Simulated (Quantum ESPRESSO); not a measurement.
BeTe:

```xyz
2
Lattice="0.0000 2.7700 2.7700 2.7700 0.0000 2.7700 2.7700 2.7700 0.0000" Properties=species:S:1:pos:R:3 pbc="T T T"
Te    4.1550    4.1550    4.1550
Be    0.0000    0.0000    0.0000
```

Base run:

| Property | Result |
| --- | --- |
| Program | Quantum ESPRESSO 7.5 |
| Functional | r2SCAN |
| Potentials or basis | SG15 PBE 1.2 |
| Cutoff | 952 eV |
| Density cutoff | 3810 eV |
| k mesh | 6 × 6 × 6 |
| Occupations | fermi-dirac, width 0.05 eV |
| Spin | no spin polarisation |

Its results: band gap on the k mesh 2.37 eV, indirect (least direct gap 4.19 eV); pressure 3.4 GPa.

Task: The run is repeated on the same cell with these changes: functional from r2SCAN to TPSS. What comes out?

Result: Band gap on the k mesh 1.99 eV, indirect (least direct gap 3.95 eV); pressure 5.0 GPa.

Caveats: the potentials were made for another functional, which shifts forces and pressure; spin-orbit coupling is left out, which moves the levels of the heavy elements.
